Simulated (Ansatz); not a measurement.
A run of Ansatz 0.2.0 is set up as follows.

input.yaml

```yaml
crystal:
  lattice:
    - [2.9916, 0.0, 0.0]
    - [0.0, 2.9916, 0.0]
    - [0.0, 0.0, 2.9916]
  atoms:
    - { symbol: Ru, position: [0.5, 0.5, 0.5] }
    - { symbol: Al, position: [0.0, 0.0, 0.0] }
hamiltonian:
  xc: pbe
  pseudopotentials: { kind: paw }
kpoints:
  mp_grid: { grid: [9, 9, 9] }
scf:
  occupations: { method: fermi_dirac, width: 0.05 }
output:
  forces: true
  stress: true
  eigenvalues: true
  write_density: true
  write_potential: true
  elf: true
  volumetric_format: npy
relax:
  f_tol: 0.01
  max_steps: 40
  cell: { stress_tol: 0.05 }
```

Potentials or basis: Ansatz PAW.

Launch:

```console
$ ansatz run input.yaml --threads 2 --pin off --max-ram 5632MiB --backend cpu --events-out ev --progress --plain --runs-dir out
```

(1) Estimate the relaxed volume.

(2) Estimate the band gap on the k mesh.

(3) Estimate the relaxed cell.

## Answers

(1) 13.55 Å³/atom.

(2) none (metal or under the smearing width).

(3) a = 3.004 Å, b = 3.004 Å, c = 3.004 Å, α = 90.00°, β = 90.00°, γ = 90.00°.
